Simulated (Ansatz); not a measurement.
The system is Sc.

```xyz
1
Lattice="0.0000 2.2600 2.2600 2.2600 0.0000 2.2600 2.2600 2.2600 0.0000" Properties=species:S:1:pos:R:3 pbc="T T T"
Sc    0.0000    0.0000    0.0000
```

This isn't the form of Sc at room conditions, which is hcp.

| Item | Value |
| --- | --- |
| Program | Ansatz 0.2.0 |
| Task | single point |
| Functional | PBE |
| Potentials or basis | all-electron LAPW, scalar-relativistic |
| Cutoff | 174 eV (chosen from the basis error) |
| Basis error allowed | 0.001 eV/atom |
| k mesh | 10 × 10 × 10 |
| Occupations | fermi-dirac, width 0.05 eV |
| Spin | no spin polarisation |

On this cell: pressure 3.8 GPa; band gap on the k mesh none (metal or under the smearing width).

The same run follows on a disturbed copy (cell strained at random at fixed volume):

```xyz
1
Lattice="-0.0117 2.2503 2.2953 2.2484 -0.0235 2.3071 2.2121 2.2258 0.0128" Properties=species:S:1:pos:R:3 pbc="T T T"
Sc   -0.0081   -0.0284   -0.0170
```

Problem. What does the disturbed cell give?

Solution. The energy (extrapolated to zero smearing) moves by +2.5 meV/atom; pressure 3.8 GPa; band gap on the k mesh none (metal or under the smearing width).

Stress tensor (GPa, compression positive):
```
 4.07  0.90 -0.42
 0.90  3.94 -0.01
-0.42 -0.01  3.42
```
